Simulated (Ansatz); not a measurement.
Runs of Ansatz 0.2.0 on Tc. It takes space group P6_3/mmc (No. 194, hexagonal). The conventional cell has a = 2.739 Å, b = 2.739 Å, c = 8.770 Å, α = 90.00°, β = 90.00°, γ = 120.00°. Tc (site symmetry -6m2) is surrounded by 12 Tc at 2.70 to 2.74 Å. Around Tc (site symmetry -3m) lie 12 Tc at 2.70 to 2.74 Å. 

```tsv
task	level	potentials or basis	cell	gap on the mesh (eV)	pressure (GPa)	V0 of scaled cells (Å³/atom)	relaxed volume (Å³/atom)	B0 (GPa)
equation of state	PBE	Ansatz PAW	as given	-	-	14.45	-	301
relaxation of cell and atoms	PBEsol+D4	Ansatz PAW earlier set	relaxed	none	0.0	-	13.86	-
equation of state	PBEsol	Ansatz PAW	as given	-	-	14.01	-	(a)
single point	PBEsol	Ansatz PAW earlier set	as given	none	-5.3	-	-	-
single point	PBE	Ansatz PAW earlier set	as given	none	4.3	-	-	-
relaxation of cell and atoms	PBEsol	Ansatz PAW earlier set	relaxed	none	0.0	-	(b)	-
relaxation of cell and atoms	PBEsol+D3(BJ)+ATM	Ansatz PAW earlier set	relaxed	none	0.0	-	13.78	-
relaxation of cell and atoms	PBEsol+D3(BJ)	Ansatz PAW earlier set	relaxed	none	0.0	-	13.71	-
```

Alike in all rows: no spin polarisation; k mesh 11 × 11 × 3; cutoff (eV) 500; smearing fermi-dirac 0.05 eV.

Question: Estimate the missing entries.

Answer: (a) 329; (b) 14.01.

Caveats: the PAW data sets come from PBE, with cores solved anew for the run's functional, which leaves a small shift of forces and pressure (some runs); the plane-wave basis is chosen anew once the cell has moved, so the energies of steps on either side of that aren't comparable (some runs); pairwise dispersion overbinds metals, which lowers pressure and volume (some runs); the cell was scaled at fixed shape and fractional positions, which overstates the stiffness of a crystal with free parameters, most of all of layers and chains (some runs).

A k mesh can miss the band edges, and the runs leave out spin-orbit coupling on Tc.

A gap of «none» marks a metal or a gap under the smearing width.

Not every run made on this cell is shown here.
